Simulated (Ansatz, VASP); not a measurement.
## Two plane-wave programs on ZrC

The input INCAR:

```
SYSTEM = ZrC
PREC     = Accurate       ! precision mode
ENCUT    = 520            ! plane-wave cutoff, eV
EDIFF    = 1E-6           ! SCF threshold, eV
ISMEAR   = 0              ! smearing method
SIGMA    = 0.15           ! smearing width, eV
LREAL    = .False.        ! projectors in reciprocal space
LASPH    = .True.         ! aspherical terms in the spheres
NELM     = 80             ! most SCF steps
ALGO     = Normal         ! electronic algorithm
ISIF     = 2              ! what is computed and relaxed
LWAVE    = .False.        ! write WAVECAR
LCHARG   = .True.         ! write CHGCAR
LELF     = .True.         ! ELF
LVHAR    = .True.       
NBANDS   = 15             ! bands
```

Contents of KPOINTS:

```
regular mesh
0
Gamma
  16 16 16
  0 0 0
```

The input POSCAR:

```
ZrC
1.0
    0.0000000000      2.3207286109      2.3207286109
    2.3207286109      0.0000000000      2.3207286109
    2.3207286109      2.3207286109      0.0000000000
Zr C
1 1
Direct
    0.5000000000      0.5000000000      0.5000000000
    0.0000000000      0.0000000000      0.0000000000
```

Input for Ansatz:

```yaml
crystal:
  lattice:
    - [0.0, 2.3207286109, 2.3207286109]
    - [2.3207286109, 0.0, 2.3207286109]
    - [2.3207286109, 2.3207286109, 0.0]
  atoms:
    - { symbol: Zr, position: [0.5, 0.5, 0.5] }
    - { symbol: C, position: [0.0, 0.0, 0.0] }
basis:
  ecutwfc: 520.0
kpoints:
  mp_grid: { grid: [16, 16, 16] }
hamiltonian:
  xc: lda
scf:
  occupations: { method: gaussian, width: 0.15 }
output:
  forces: true
  stress: true
  eigenvalues: true
  write_density: true
  write_potential: true
  elf: true
  volumetric_format: npy
```

Alike in both runs: task single point; functional LDA; k mesh 16 × 16 × 16; occupations gaussian, width 0.15 eV; no spin polarisation.

|  | VASP | Ansatz |
| --- | --- | --- |
| version | VASP 6.6.1 | Ansatz 0.2.0 |
| potentials or method | VASP PAW LDA potentials, release 64 (Zr_sv, C) | scalar-relativistic, plane waves, PAW |
| plane-wave cutoff (eV) | 520 | 520 |
| valence electrons in the cell | 16 | 16 |

Ansatz gave:

```
gap on the k mesh at the Fermi level (eV) : none
pressure (GPa)                            : 0.0
```

Problem. Estimate VASP's values.

Solution. gap on the k mesh at the Fermi level (eV): none; pressure (GPa): 0.7.

A gap of «none» marks a metal or a gap that the smearing closes.
